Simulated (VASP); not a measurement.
Write the native input for VASP 6.6.1 that does the following.

- Task: relaxation of cell and atoms
- Functional: PBE
- Dispersion: D3(BJ)
- Potentials or basis: VASP PAW PBE potentials, release 64 (Mo_sv, Se)
- Cutoff: 600 eV
- k mesh: 9 × 9 × 2
- Occupations: gaussian, width 0.03 eV
- Spin: no spin polarisation
- Further INCAR settings: ALGO = Normal; EDIFF = 1e-07; IBRION = 2; EDIFFG = -0.005; NSW = 90; ISIF = 3

The structure of MoSe2 lies in POSCAR:

```
MoSe2                                   
1.0
    3.2786626285     -0.0000000000     -0.0000000000
   -1.6393313142      2.8394051267      0.0000000000
   -0.0000000000     -0.0000000000     12.7250115930
  Mo              Se            
     2     4
Direct
     0.3333333332999970    0.6666666667000030    0.2500000000000000
     0.6666666667000030    0.3333333332999970    0.7500000000000000
     0.3333333332999970    0.6666666667000030    0.6183309793776686
     0.6666666667000030    0.3333333332999970    0.1183309793776689
     0.3333333332999970    0.6666666667000030    0.8816690206223313
     0.6666666667000030    0.3333333332999970    0.3816690206223311
```

These files were run (other wordings do the same):

INCAR

```
ALGO = Normal ; EDIFF = 1E-7
EDIFFG = -0.005 ; ENCUT = 600
GGA = PE ; IBRION = 2
ISIF = 3 ; ISMEAR = 0
IVDW = 12 ; KPAR = 4
LASPH = T ; LCHARG = F
LREAL = F ; LWAVE = F
NELM = 80 ; NSW = 90
PREC = Accurate ; SIGMA = 0.03
```

KPOINTS

```
k-points
0
Gamma
  9 9 2
```

Potentials or basis: VASP PAW PBE potentials, release 64 (Mo_sv, Se).

Launch:

```console
$ cat potpaw_PBE.64/Mo_sv/POTCAR potpaw_PBE.64/Se/POTCAR > POTCAR
$ mpirun -np 4 vasp_std > vasp.out
```

It gave:

| Quantity | Value |
| --- | --- |
| Pressure after relaxing | 0.0 GPa |
| Band gap on the k mesh | 0.84 eV, indirect (least direct gap 1.46 eV) |
| Dispersion energy per atom | -0.479 eV |

Caveat: the relaxation stopped at its first step, so nothing moved; an odd mesh through Γ misses points on the zone boundary, where band edges often lie.

It took 85 s on 4 MPI ranks on Intel(R) Xeon(R) Platinum 8488C (Sapphire Rapids) (shared host), peak memory 0.31 GiB a rank.
